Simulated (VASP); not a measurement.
# ZnO (P6_3mc) in VASP: settings compared

Aim: see how the results for ZnO move with the level of theory and the settings. Levels: LDA, rev-vdW-DF2, PBE+D3(BJ). Tasks: relaxation of cell and atoms.

Program: VASP 6.6.1. These are calculated values, not measurements. Logs are shortened: lines on timing, memory, paths and dates and some standing lists are left out, and cuts for length are marked.

**1. Starting point**

Symmetry: P6_3mc, No. 186, hexagonal system. The conventional cell has a = 3.194 Å, b = 3.194 Å, c = 5.164 Å, α = 90.00°, β = 90.00°, γ = 120.00°. Around Zn (site symmetry 3m) lie 4 O at 1.95 Å. Around O (site symmetry 3m) lie 4 Zn at 1.95 Å.

**2. Relaxation of cell and atoms, LDA**

Contents of INCAR:

```
SYSTEM = ZnO
PREC     = Accurate       ! precision mode
ENCUT    = 600            ! plane-wave cutoff, eV
EDIFF    = 1E-7           ! SCF threshold, eV
ISMEAR   = 0              ! smearing method
SIGMA    = 0.03           ! smearing width, eV
LREAL    = .FALSE.        ! projectors in reciprocal space
LASPH    = .TRUE.         ! aspherical terms in the spheres
NELM     = 80             ! most SCF steps
ALGO     = Normal         ! electronic algorithm
ISIF     = 3              ! what is computed and relaxed
LWAVE    = .FALSE.        ! write WAVECAR
LCHARG   = .FALSE.        ! write CHGCAR
IBRION   = 2              ! ionic algorithm
NSW      = 90             ! ionic steps
EDIFFG   = -0.005         ! ionic threshold
```

Contents of KPOINTS:

```
Automatic mesh
0
G
  9 9 5
  0 0 0
```

Contents of POSCAR:

```
ZnO                                     
1.0
    3.1939355803      0.0000000000     -0.0000000000
   -1.5969677901      2.7660293480      0.0000000000
   -0.0000000000      0.0000000000      5.1636360402
  Zn              O             
     2     2
Direct
     0.3333333300000021    0.6666666699999979    0.5003505749365177
     0.6666666699999979    0.3333333300000021    0.0003505749365179
     0.6666666699999979    0.3333333300000021    0.3786594250634833
     0.3333333300000021    0.6666666699999979    0.8786594250634830
```

Potentials or basis: VASP PAW LDA potentials, release 64 (Zn, O).

Command:

```bash
cat potpaw_LDA.64/Zn/POTCAR potpaw_LDA.64/O/POTCAR > POTCAR
mpirun -np 1 vasp_std > vasp.out
```

OUTCAR:

```text
SYSTEM = ZnO
   PREC = Accurate
   ENCUT = 600
   EDIFF = 1E-7
   ISMEAR = 0
   LREAL = .FALSE.
   LASPH = .TRUE.
   NELM = 80
   ISIF = 3
   IBRION = 2
   NSW = 90
   EDIFFG = -0.005

 ion  position               nearest neighbor table
   1  0.333  0.667  0.500-   3 1.95   3 1.95   3 1.95   4 1.95
   2  0.667  0.333  0.000-   4 1.95   4 1.95   4 1.95   3 1.95
   3  0.667  0.333  0.379-   1 1.95   1 1.95   1 1.95   2 1.95
   4  0.333  0.667  0.879-   2 1.95   2 1.95   2 1.95   1 1.95

  LATTYP: Found a hexagonal cell.
 ALAT       =     3.1939355803
 C/A-ratio  =     1.6167001213

  Lattice vectors:

 A1 = (   3.1939355803,   0.0000000000,   0.0000000000)
 A2 = (  -1.5969677901,   2.7660293480,   0.0000000000)
 A3 = (   0.0000000000,   0.0000000000,   5.1636360402)

Analysis of symmetry for initial positions (statically):
=====================================================================
 Subroutine PRICEL returns:
 Original cell was already a primitive cell.

 Routine SETGRP: Setting up the symmetry group for a
 hexagonal supercell.

 Subroutine GETGRP returns: Found 12 space group operations
 (whereof  6 operations were pure point group operations)
 out of a pool of 24 trial point group operations.

The static configuration has the point symmetry C_3v.
 The point group associated with its full space group is C_6v.

Analysis of symmetry for dynamics (positions and initial velocities):
=====================================================================
 Subroutine PRICEL returns:
 Original cell was already a primitive cell.

 Routine SETGRP: Setting up the symmetry group for a
 hexagonal supercell.

 Subroutine GETGRP returns: Found 12 space group operations
 (whereof  6 operations were pure point group operations)
 out of a pool of 24 trial point group operations.

The dynamic configuration has the point symmetry C_3v.
 The point group associated with its full space group is C_6v.

 Subroutine INISYM returns: Found 12 space group operations
 (whereof  6 operations are pure point group operations),
 and found     1 'primitive' translations

----------------------------------------------------------------------------------------

                                     Primitive cell

  volume of cell :      45.6182

  direct lattice vectors                    reciprocal lattice vectors
     3.193935580  0.000000000  0.000000000     0.313093353  0.180764532  0.000000000
    -1.596967790  2.766029348  0.000000000     0.000000000  0.361529064  0.000000000
     0.000000000  0.000000000  5.163636040     0.000000000  0.000000000  0.193661984

  length of vectors
     3.193935580  3.193935578  5.163636040     0.361529063  0.361529064  0.193661984

  position of ions in fractional coordinates (direct lattice)
     0.333333330  0.666666670  0.500350575
     0.666666670  0.333333330  0.000350575
     0.666666670  0.333333330  0.378659425
     0.333333330  0.666666670  0.878659425

  ion indices of the primitive-cell ions
   primitive index   ion index
                 1           1
                 2           2
                 3           3
                 4           4

----------------------------------------------------------------------------------------

 KPOINTS: Automatic mesh

Automatic generation of k-mesh.
 Grid dimensions read from file:
 generate k-points for:    9    9    5

 Generating k-lattice:

  Cartesian coordinates                     Fractional coordinates (reciprocal lattice)
     0.034788150  0.020084948  0.000000000     0.111111111  0.000000000  0.000000000
     0.000000000  0.040169896  0.000000000     0.000000000  0.111111111  0.000000000
     0.000000000  0.000000000  0.038732397     0.000000000  0.000000000  0.200000000

  Length of vectors
     0.040169896  0.040169896  0.038732397

  Shift w.r.t. Gamma in fractional coordinates (k-lattice)
     0.000000000  0.000000000  0.000000000

 Subroutine IBZKPT returns following result:
 ===========================================

 Found     36 irreducible k-points:

 Following reciprocal coordinates:
            Coordinates               Weight
  0.000000  0.000000  0.000000      1.000000
  0.111111  0.000000  0.000000      6.000000
  0.222222  0.000000  0.000000      6.000000
  0.333333  0.000000  0.000000      6.000000
  0.444444  0.000000  0.000000      6.000000
  0.111111  0.111111  0.000000      6.000000
[... 16 lines left out ...]
  0.333333  0.222222  0.200000     24.000000
  0.333333  0.333333  0.200000      4.000000
 [... further k-points ...]
   k-points           NKPTS =     36   k-points in BZ     NKDIM =     36   number of bands    NBANDS=     22
   number of dos      NEDOS =    301   number of ions     NIONS =      4
   total plane-waves  NPLWV =  32928
   dimension x,y,z NGX =    28 NGY =   28 NGZ =   42
   dimension x,y,z NGXF=    56 NGYF=   56 NGZF=   84
   ions per type =               2   2
   NGX,Y,Z   is equivalent  to a cutoff of  14.57, 14.57, 13.52 a.u.
   NGXF,Y,Z  is equivalent  to a cutoff of  29.15, 29.15, 27.04 a.u.
 SYSTEM =  ZnO
   PREC   = accura    normal or accurate (medium, high low for compatibility)
   ISTART =      0    job   : 0-new  1-cont  2-samecut
   ICHARG =      2    charge: 1-file 2-atom 10-const
   ISPIN  =      1    spin polarized calculation?
   LNONCOLLINEAR =      F non collinear calculations
   LSORBIT =      F    spin-orbit coupling
   LASPH  =      T    aspherical Exc in radial PAW
   ENCUT  =  600.0 eV  44.10 Ry    6.64 a.u.   6.38  6.38 10.31*2*pi/ulx,y,z
   NELM   =     80;   NELMIN=  2; NELMDL= -5     # of ELM steps
   EDIFF  = 0.1E-06   stopping-criterion for ELM
   LREAL  =      F    real-space projection
   EDIFFG = -.5E-02   stopping-criterion for IOM
   NSW    =     90    number of steps for IOM
   IBRION =      2    ionic relax: 0-MD 1-quasi-New 2-CG
   NFREE  =      1    steps in history (QN), initial steepest desc. (CG)
   ISIF   =      3    stress and relaxation
   ISYM   =      2    0-nonsym 1-usesym 2-fastsym
   POTIM  = 0.5000    time-step for ionic-motion
   TEBEG  =    0.0;   TEEND  =   0.0 temperature during run
   PSTRESS=    0.0 pullay stress
   NELECT =      36.0000    total number of electrons
   NUPDOWN=      -1.0000    fix difference up-down
   EMIN   =  10.00;   EMAX   =-10.00  energy-range for DOS
   EFERMI =   0.00;   METHOD = LEGACY
   ISMEAR =     0;   SIGMA  =   0.03  broadening in eV -4-tet -1-fermi 0-gaus
   EFERMI_NEDOS =   21; number of points for ismear=-14 and -15
   IALGO  =     38    algorithm
   IMIX   =      4    mixing-type and parameters
     AMIX     =   0.40;   BMIX     =  1.00
     AMIX_MAG =   1.60;   BMIX_MAG =  1.00
  volume/ion in A,a.u.               =      11.40        76.96
  Fermi-wavevector in a.u.,A,eV,Ry     =   1.512851  2.858874 31.139899  2.288718
  Thomas-Fermi vector in A             =   2.622720
   LORBIT       =      0    0 simple, 1 ext, 2 COOP (PROOUT), +10 PAW based schemes
   GGA     = CA    functional components
   LHFCALC =     F    Hartree Fock is set to
   AEXX    =    0.0000 exact exchange contribution
   IVDW    =     0    specifies the selected vdW correction
   LEPSILON=     F    determine dielectric tensor
   LRPA    =     F    only Hartree local field effects (RPA)
 conjugate gradient relaxation of ions
 non-spin polarized calculation
 Gauss-broadening in eV      SIGMA  =   0.03
  energy-cutoff  :      600.00
  volume of cell :       45.62
 maximum number of plane-waves:      1533
 NGX is ok and might be reduce to    28
   NGX = 13   NGY = 13   NGZ = 21

 number of electron      35.9999998 magnetization

 Free energy of the ion-electron system (eV)
  ---------------------------------------------------
  ext. energy  EPLUGINS =         0.00000000
  ---------------------------------------------------
  free energy    TOTEN  =       -21.16321983 eV

  energy without entropy =      -21.16321983  energy(sigma->0) =      -21.16321983

 E-fermi :   1.4211     XC(G=0): -11.6905

 val. band max:        1.2858749012   @ k =   0.0000   0.0000   0.0000
 cond. band min:       2.0857038932   @ k =   0.0000   0.0000   0.0000
 fundamental gap:      0.7998289920
 Fermi energy:         1.4211482684

 k-point     1 :       0.0000    0.0000    0.0000
  band No.  band energies     occupation
      1     -16.8812      2.00000
      2     -16.0492      2.00000
      3      -4.7852      2.00000
      4      -4.7097      2.00000
      5      -4.7097      2.00000
      6      -4.6742      2.00000
[... 14 lines left out ...]
     21       9.4672      0.00000
     22      14.2210      0.00000

 k-point     2 :       0.1111    0.0000    0.0000
  band No.  band energies     occupation
      1     -16.8035      2.00000
      2     -16.0142      2.00000
      3      -4.8068      2.00000
      4      -4.6701      2.00000
      5      -4.6683      2.00000
      6      -4.6297      2.00000
[... 14 lines left out ...]
     21       9.4517      0.00000
     22      13.0021      0.00000

 k-point     3 :       0.2222    0.0000    0.0000
  band No.  band energies     occupation
      1     -16.5953      2.00000
      2     -15.9301      2.00000
      3      -4.9816      2.00000
      4      -4.6271      2.00000
      5      -4.5720      2.00000
      6      -4.4868      2.00000
[... 14 lines left out ...]
     21       9.3828      0.00000
     22      11.2807      0.00000

 k-point     4 :       0.3333    0.0000    0.0000
  band No.  band energies     occupation
      1     -16.3295      2.00000
      2     -15.8510      2.00000
      3      -5.0863      2.00000
      4      -4.6977      2.00000
      5      -4.4854      2.00000
      6      -4.2967      2.00000
[... 14 lines left out ...]
     21       9.1614      0.00000
     22      10.1428      0.00000

 k-point     5 :       0.4444    0.0000    0.0000
  band No.  band energies     occupation
      1     -16.1194      2.00000
      2     -15.8282      2.00000
      3      -5.0348      2.00000
      4      -4.8020      2.00000
      5      -4.4460      2.00000
      6      -4.1103      2.00000
[... 14 lines left out ...]
     21       8.7576      0.00000
     22       9.9628      0.00000

 k-point     6 :       0.1111    0.1111    0.0000
  band No.  band energies     occupation
      1     -16.6603      2.00000
      2     -15.9546      2.00000
      3      -4.8947      2.00000
      4      -4.7012      2.00000
      5      -4.5664      2.00000
      6      -4.5258      2.00000
[... 14 lines left out ...]
     21       9.4263      0.00000
     22      11.8063      0.00000

 k-point     7 :       0.2222    0.1111    0.0000
  band No.  band energies     occupation
      1     -16.4220      2.00000
      2     -15.8734      2.00000
      3      -4.9977      2.00000
      4      -4.6953      2.00000
      5      -4.5192      2.00000
      6      -4.3881      2.00000
[... 324 lines left out ...]
      6      -4.2554      2.00000
[... 14 lines left out ...]
     21       9.5696      0.00000
     22      10.0577      0.00000

 k-point    21 :       0.4444    0.1111    0.2000
  band No.  band energies     occupation
      1     -16.0309      2.00000
      2     -15.8485      2.00000
      3      -5.0096      2.00000
      4      -4.8662      2.00000
      5      -4.4403      2.00000
      6      -4.1574      2.00000
[... 14 lines left out ...]
     21       9.1252      0.00000
     22      10.0505      0.00000

 k-point    22 :       0.2222    0.2222    0.2000
  band No.  band energies     occupation
      1     -16.1625      2.00000
      2     -15.8603      2.00000
      3      -4.9339      2.00000
      4      -4.8385      2.00000
      5      -4.4114      2.00000
      6      -4.3851      2.00000
[... 14 lines left out ...]
     21      10.0731      0.00000
     22      10.0742      0.00000

 k-point    23 :       0.3333    0.2222    0.2000
  band No.  band energies     occupation
      1     -15.9956      2.00000
      2     -15.8471      2.00000
      3      -4.8505      2.00000
      4      -4.6775      2.00000
      5      -4.4677      2.00000
      6      -4.2527      2.00000
[... 14 lines left out ...]
     21       9.4147      0.00000
     22      10.0344      0.00000

 k-point    24 :       0.3333    0.3333    0.2000
  band No.  band energies     occupation
      1     -15.8907      2.00000
      2     -15.8907      2.00000
      3      -4.7493      2.00000
      4      -4.5177      2.00000
      5      -4.5177      2.00000
      6      -4.1805      2.00000
[... 14 lines left out ...]
     21       9.1722      0.00000
     22       9.3573      0.00000

 [... further k-points ...]

------------------------ aborting loop because EDIFF is reached ----------------------------------------

  FORCE on cell =-STRESS in cart. coord.  units (eV):
  Direction    XX          YY          ZZ          XY          YZ          ZX
  --------------------------------------------------------------------------------------
  -------------------------------------------------------------------------------------
  Total       -0.0002329     -0.0002329      0.0185749     -0.0000000      0.0000000      0.0000000
  in kB       -0.0081811     -0.0081811      0.6523778     -0.0000000      0.0000000      0.0000000
  external PRESSURE =       0.2120052 kB  Pullay stress =       0.0000000 kB

 VOLUME and BASIS-vectors are now :
 -----------------------------------------------------------------------------
  energy-cutoff  :      600.00
  volume of cell :       45.62
      direct lattice vectors                 reciprocal lattice vectors
     3.193935580  0.000000000  0.000000000     0.313093353  0.180764532  0.000000000
    -1.596967790  2.766029348  0.000000000     0.000000000  0.361529064  0.000000000
     0.000000000  0.000000000  5.163636040     0.000000000  0.000000000  0.193661984

 POSITION                                       TOTAL-FORCE (eV/Angst)
 -----------------------------------------------------------------------------------
     -0.00000      1.84402      2.58363        -0.000000      0.000000     -0.003648
      1.59697      0.92201      0.00181        -0.000000      0.000000     -0.003648
      1.59697      0.92201      1.95526         0.000000      0.000000      0.003648
     -0.00000      1.84402      4.53708        -0.000000      0.000000      0.003648
 -----------------------------------------------------------------------------------
    total drift:                                0.000004     -0.000003     -0.001055

  FREE ENERGIE OF THE ION-ELECTRON SYSTEM (eV)
  ---------------------------------------------------
  free  energy   TOTEN  =       -21.1632198255 eV

  energy  without entropy=      -21.1632198255  energy(sigma->0) =      -21.16321983

 reached required accuracy - stopping structural energy minimisation
```

It took 44 s on 1 thread of AMD EPYC 7R13 (Zen 3), shared host; peak memory 0.14 GiB.

What came out:

| Property | Result |
| --- | --- |
| Free energy | -21.1632 eV |
| Pressure after relaxing | 0.0 GPa |
| Largest force after relaxing | 0.004 eV/Å |
| Band gap on the k mesh | 0.80 eV, direct |

Forces on the atoms (eV/Å):
```
Zn   0.000  0.000 -0.004
Zn   0.000  0.000 -0.004
O    0.000  0.000  0.004
O    0.000  0.000  0.004
```

Final structure:
```
CELL_PARAMETERS angstrom
3.19394 0.00000 0.00000
-1.59697 2.76603 0.00000
0.00000 0.00000 5.16364
ATOMIC_POSITIONS crystal
Zn 0.33333 0.66667 0.50035
Zn 0.66667 0.33333 0.00035
O 0.66667 0.33333 0.37866
O 0.33333 0.66667 0.87866
```

Caveat: the relaxation stopped at its first step, so nothing moved.

(Continued in part 2 of 2.)
